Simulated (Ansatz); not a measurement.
## Phonons of KCl (Fm-3m)

```
K Cl
1.0
     0.00000    3.12128    3.12128
     3.12128    0.00000    3.12128
     3.12128    3.12128    0.00000
K Cl
1 1
Cartesian
  0.0000 0.0000 0.0000
  3.1213 3.1213 3.1213
```

The conventional cell has a = 6.243 Å, b = 6.243 Å, c = 6.243 Å, α = 90.00°, β = 90.00°, γ = 90.00°. K (atom 1) is surrounded by 6 Cl at 3.12 Å. Cl (atom 2) is surrounded by 6 K at 3.12 Å.

Level of theory, where no other is named: PBEsol, all-electron LAPW in Ansatz 0.2.0, scalar-relativistic. k mesh 6×6×6, fixed occupations, basis error target 0.5 meV/atom. The cell was relaxed by PAW under this functional.

Atoms are displaced by 0.01 Å in the smallest supercells that hold the wave vectors of a 2×2×2 mesh. Negative values stand for unstable modes. The zone centre has no LO-TO term.

Problem. What are the phonon energies at the solved wave vectors, in cm⁻¹?

Solution. 

```tsv
q	point	modes (cm⁻¹)
0.000 0.000 0.000	Gamma	138.4 (×3)
0.500 0.000 0.000	L	100.4 (×2), 108.5 (×2), 147.0, 153.8
0.500 0.500 0.000	X	57.9 (×2), 106.2, 142.1 (×2), 146.8
```

Problem. Is the structure dynamically stable at these wave vectors?

Solution. Yes, no mode is unstable there; wave vectors off this mesh aren't tested.

Problem. How do the optical zone-centre modes decompose, and which are active?

Solution. Point group m-3m: Γ_opt = T1u.

```csv
label,cm⁻¹,activity,mostly
T1u,138.4,IR,Cl (52 %)
```

Problem. How well do frozen-core PAW files reproduce these all-electron values?

Solution. With a cutoff of 420 eV and displacements of 0.0025 Å, the r.m.s. difference over the modes is 0.0 cm⁻¹; the largest difference is 153.7 (PAW) against 153.8 cm⁻¹ (LAPW).

Problem. The cell is scaled evenly to 59.601 and 62.034 Å³ (from 60.817), with free atoms relaxed and the shape held. What are the mode Grüneisen parameters γ = −d ln ω/d ln V?

Solution. For the highest mode, 157.7 cm⁻¹ in the small cell and 150.1 in the large one give γ ≈ 1.23. From the change of the dynamical matrix on each mode:

| point | cm⁻¹ | γ |
| --- | --- | --- |
| Gamma | 138.4 | 2.49 |
| L | 100.4 | 2.34 |
| L | 108.5 | 2.29 |
| L | 147.0 | 1.27 |
| L | 153.8 | 1.25 |
| X | 57.9 | -0.92 |
| X | 106.2 | -0.39 |
| X | 142.1 | 2.64 |
| X | 146.8 | 2.73 |

Weighted by the modes' heat capacities at 300 K, the mean on this mesh is 1.59; it moves with the q mesh, and a coarse one overweights the zone boundary. Rows under −0.05 (2 here) are modes that soften under compression and pull towards negative thermal expansion.

Problem. Linear response on PAW files adds the field. What are the dielectric tensor, the Born charges and the LO shift?

Solution. ε∞ = (2.38, 2.38, 2.38) along x, y, z with local fields. Born charges (xx, yy, zz): K1 (1.12, 1.12, 1.12); Cl2 (-1.12, -1.12, -1.12). The highest zone-centre mode lies at 138.4 cm⁻¹ without the macroscopic field and at 205.4 cm⁻¹ with it, for q along x. Lyddane-Sachs-Teller then gives ε₀ = ε∞ (ω_LO/ω_TO)² = 5.25. With the ions free to follow the field, the program's ε₀ is (5.25, 5.25, 5.25).

Keep in mind: the frozen-core PAW files of the compared runs were fitted under PBE, their cores solved anew for this functional; semilocal gaps are low, and ε∞ tends to come out large.
